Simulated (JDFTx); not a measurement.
**Ca under changes of volume**

One of the cells (43.632 Å³/atom); the others are scaled copies at fixed shape and fractional positions:

```xyz
1
Lattice="0.0000 2.7942 2.7942 2.7942 0.0000 2.7942 2.7942 2.7942 0.0000" Properties=species:S:1:pos:R:3 pbc="T T T"
Ca    0.0000    0.0000    0.0000
```

* Program: JDFTx 1.7.0 (patched build)
* Functional: RPBE
* Potentials or basis: PseudoDojo-SR-PBE-0.5-standard with smoothed tails
* Cutoff: 925 eV
* Density cutoff: 3701 eV
* k mesh: 8 × 8 × 8
* Occupations: fermi-dirac, width 0.05 eV
* Spin: no spin polarisation

```tsv
volume (Å³/atom)	energy over the lowest point (meV/atom)	pressure (GPa)
41.014	?	?
41.886	7.63	1.0
42.759	3.12	0.6
43.632	0.62	0.3
44.504	0.00	0.0
45.377	1.10	-0.4
46.250	3.76	-0.6
```

Task: What does the run at 41.014 Å³/atom give?

Result: Energy over the lowest point 14.34 meV/atom; pressure 1.4 GPa.

Worked out: A Birch-Murnaghan fit of order 3 (a polynomial in V^(-2/3)) to the other rows has its minimum at 44.37 Å³/atom with B0 = V·E''(V) = 16.2 GPa and B' = 3.3. It gives 14.35 meV/atom at 41.014 Å³/atom, against the run's 14.34, and -dE/dV = 1.4 GPa, against 1.4.

Energies are extrapolated to zero smearing.

Caveats: the potentials were made for another functional, which shifts forces and pressure.
